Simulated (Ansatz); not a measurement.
**P: clamped-ion strain scan**

Computed with DFT PBEsol+D3(BJ), scalar-relativistic, plane waves, PAW in Ansatz. Settings: plane waves to 420 eV, k-mesh 18×18×18 (Γ-centred), Gaussian smearing 0.15 eV. No spin polarisation. Energies are free energies at this smearing, counted from the undisturbed cell; pressure is positive in compression.

The starting cell (as given, not relaxed at this level; it stands at -5.3 GPa; this form isn't the usual structure):

```
P
1.0
     1.72573    0.99635    3.12968
    -1.72573    0.99635    3.12968
     0.00000   -1.99270    3.12968
P
2
Direct
  0.22708 0.22708 0.22708
  0.77292 0.77292 0.77292
```

The cell is strained by ε times the Voigt pattern (0, 0, 0, 0, 1, 0) (xx, yy, zz, yz, xz, xy; engineering shear) with fractional coordinates fixed. The cell is metallic on the mesh throughout.

| ε | ΔE (meV/atom) | stress summed along the pattern (GPa, tension positive) | pressure (GPa) |
| --- | --- | --- | --- |
| -0.0200 | 1.7 | -1.80 | -5.2 |
| -0.0100 | 0.4 | -0.89 | -5.3 |
| 0.0000 | 0.0 | 0.00 | -5.3 |
| 0.0025 | 0.0 | 0.22 | -5.3 |
| 0.0050 | 0.1 | 0.44 | -5.3 |
| 0.0075 | 0.2 | 0.66 | -5.3 |
| 0.0125 | 0.7 | 1.11 | -5.3 |
| 0.0150 | 1.0 | 1.34 | -5.3 |
| 0.0175 | 1.3 | 1.57 | -5.2 |

By symmetry 0.0200 repeats -0.0200, -0.0150 repeats 0.0150, 0.0100 repeats -0.0100, -0.0050 repeats 0.0050 in energy, with the opposite slope along the path.

Cost: 9 runs of about 2.4 core-minutes in all, on AMD EPYC 9R45 (Zen 5) (shared hosts).